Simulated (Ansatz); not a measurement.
# HgS: the cost of one run

Program: Ansatz 0.2.0. Level of theory: DFT HSE06, scalar-relativistic, plane waves, PAW, and further levels as typed in the inputs. These are calculated values, not measurements.

## 1. The starting structure

It takes space group F-43m (No. 216, cubic). The conventional cell has a = 5.877 Å, b = 5.877 Å, c = 5.877 Å, α = 90.00°, β = 90.00°, γ = 90.00°. Hg (site symmetry -43m) is surrounded by 4 S at 2.54 Å. S (site symmetry -43m) has 4 Hg at 2.54 Å as nearest neighbours.

Coordinates:

```
Hg S
1.0
     0.00000    2.93828    2.93828
     2.93828    0.00000    2.93828
     2.93828    2.93828    0.00000
Hg S
1 1
Direct
  0.00000 0.00000 0.00000
  0.25000 0.25000 0.25000
```

## 2. Single point: HgS, no spin

It takes the final geometry of an earlier run.

Input file input.yaml:

```yaml
crystal:
  lattice:
    - [0.0, 2.9382818631, 2.9382818631]
    - [2.9382818631, 0.0, 2.9382818631]
    - [2.9382818631, 2.9382818631, 0.0]
  atoms:
    - { symbol: Hg, position: [0.0, 0.0, 0.0] }
    - { symbol: S, position: [0.25, 0.25, 0.25] }
scf:
  occupations: { method: gaussian, width: 0.01 }
output:
  eigenvalues: true
  eigenstates:
    kpoints: [[0, 0, 0], [0.02, 0.02, 0], [0.5, 0.5, 0.5]]
    top_band: c4
    e_range: [-2.5, 2.5]
hamiltonian:
  xc: hse06
kpoints:
  mp_grid: { grid: [6, 6, 6] }
```

The run is started by

```
$ ansatz run input.yaml --threads 4 --pin off --max-ram 12288MiB --backend cpu --events-out ev --progress --plain --runs-dir out
```

**Question.** How long does this run take on 4 threads of Intel Xeon 6975P-C (Granite Rapids), shared host, and how much memory does it need?

About 11 s, with a peak of 1.7 GiB.
